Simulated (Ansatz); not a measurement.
## What strain does to Si (lonsdaleite)

Si built on the lonsdaleite prototype, relaxed with r2SCAN in Ansatz 0.2.0. Space group P6_3/mmc (No. 194), hexagonal; a = 3.832 Å, c = 6.341 Å in the conventional setting, 20.16 Å³ an atom. Around Si lie 4 Si at 2.35–2.37 Å.

The axes x, y and z are those of this cell:
```
Si
1.0
     3.83213    0.00000    0.00000
    -1.91606    3.31872    0.00000
     0.00000    0.00000    6.34122
Si
4
Direct
  0.33333 0.66667 0.00056
  0.66667 0.33333 0.50056
  0.33333 0.66667 0.37444
  0.66667 0.33333 0.87444
```

Unstrained: The PBE gap is indirect, 0.425 eV (Γ to M), below the direct gap of 1.037 eV at Γ. r2SCAN gives an indirect gap of 0.608 eV, from Γ to M; the least direct gap is 1.362 eV at Γ. The HSE06 gap is indirect, 0.972 eV (Γ to M), below the direct gap of 1.696 eV at Γ. Meshes: PBE 12×12×4, r2SCAN 12×12×4, HSE06 6×6×4. Strains are changes of length per length. After each strain the atoms were relaxed again with r2SCAN within the symmetry that the strain leaves, so tilts or polar shifts that break it weren't tested; points keep the names that they have in the unstrained zone. Calculated for a static, non-magnetic cell.

Changes of the least gap in eV (an overlap counts as a negative gap):

| strain | volume change (%) | space group | PBE | r2SCAN | HSE06 | G0W0@PBE (mesh) | energy rise, r2SCAN (meV/atom) |
| --- | --- | --- | --- | --- | --- | --- | --- |
| uniaxial -4.0 % along z | -4.0 | P6_3/mmc | -0.232 | -0.239 | -0.239 | – | 24.2 |
| uniaxial -3.0 % along z | -3.0 | P6_3/mmc | -0.169 | -0.175 | -0.175 | – | 13.4 |
| uniaxial -2.0 % along z | -2.0 | P6_3/mmc | -0.110 | -0.114 | -0.114 | -0.11 | 5.9 |
| uniaxial -1.0 % along z | -1.0 | P6_3/mmc | -0.054 | -0.056 | -0.056 | -0.05 | 1.4 |
| uniaxial +1.0 % along z | +1.0 | P6_3/mmc | +0.052 | +0.053 | +0.053 | +0.05 | 1.4 |
| uniaxial +2.0 % along z | +2.0 | P6_3/mmc | +0.101 | +0.104 | +0.104 | +0.10 | 5.5 |
| uniaxial +3.0 % along z | +3.0 | P6_3/mmc | +0.134 | +0.154 | +0.154 | +0.14 | 12.2 |
| uniaxial +4.0 % along z | +4.0 | P6_3/mmc | +0.096 | +0.125 | +0.122 | +0.18 | 21.3 |

Unstrained, G0W0@PBE with 336 empty bands, a screening cutoff of 150 eV and a 6×6×2 mesh gives 0.90 eV on its mesh; the band count follows the volume. G0W0 values are finite-basis, finite-mesh values.

Uniaxial -4.0 % along z, other directions held. HSE06: the gap goes from 0.972 to 0.733 eV (-0.239 eV); with r2SCAN the top three valence levels at Γ, grouped 2+1 from the top over 377 meV, become 2+1 over 58 meV. Stress change with r2SCAN, compression positive: xx +1.69, yy +1.69, zz +9.92 GPa.

Uniaxial -3.0 % along z, other directions held. HSE06: the gap goes from 0.972 to 0.797 eV (-0.175 eV); with r2SCAN the top three valence levels at Γ, grouped 2+1 from the top over 377 meV, become 2+1 over 143 meV. Stress change with r2SCAN, compression positive: xx +1.22, yy +1.22, zz +7.28 GPa.

Uniaxial -2.0 % along z, other directions held. HSE06: the gap goes from 0.972 to 0.858 eV (-0.114 eV); with r2SCAN the top three valence levels at Γ, grouped 2+1 from the top over 377 meV, become 2+1 over 224 meV. Stress change with r2SCAN, compression positive: xx +0.78, yy +0.78, zz +4.74 GPa.

Uniaxial -1.0 % along z, other directions held. HSE06: the gap goes from 0.972 to 0.916 eV (-0.056 eV); with r2SCAN the top three valence levels at Γ, grouped 2+1 from the top over 377 meV, become 2+1 over 303 meV. Stress change with r2SCAN, compression positive: xx +0.37, yy +0.37, zz +2.32 GPa.

Uniaxial +1.0 % along z, other directions held. HSE06: the gap goes from 0.972 to 1.025 eV (+0.053 eV); with r2SCAN the top three valence levels at Γ, grouped 2+1 from the top over 377 meV, become 2+1 over 447 meV. Stress change with r2SCAN, compression positive: xx -0.34, yy -0.34, zz -2.21 GPa.

Uniaxial +2.0 % along z, other directions held. HSE06: the gap goes from 0.972 to 1.076 eV (+0.104 eV); with r2SCAN the top three valence levels at Γ, grouped 2+1 from the top over 377 meV, become 2+1 over 512 meV. Stress change with r2SCAN, compression positive: xx -0.65, yy -0.65, zz -4.30 GPa.

Uniaxial +3.0 % along z, other directions held. HSE06: the gap goes from 0.972 to 1.126 eV (+0.154 eV); with r2SCAN the top three valence levels at Γ, grouped 2+1 from the top over 377 meV, become 2+1 over 572 meV. Stress change with r2SCAN, compression positive: xx -0.93, yy -0.93, zz -6.29 GPa.

Uniaxial +4.0 % along z, other directions held. HSE06: the gap goes from 0.972 to 1.094 eV (+0.122 eV); the edges go from Γ → M to Γ → (0, 0.445, 0.370); with r2SCAN the top three valence levels at Γ, grouped 2+1 from the top over 377 meV, become 2+1 over 627 meV. Stress change with r2SCAN, compression positive: xx -1.18, yy -1.18, zz -8.16 GPa.

Where an edge lies off the special points, it is a point of the mesh or the k point where a search put PBE's edge or least direct gap, reused for the other functionals, whose own edges may lie a little apart.

The meshes of the hybrids are coarse, so their gaps aren't converged to the digits shown.

The splittings at Γ are without spin-orbit coupling, which regroups them where it is of like size or larger.
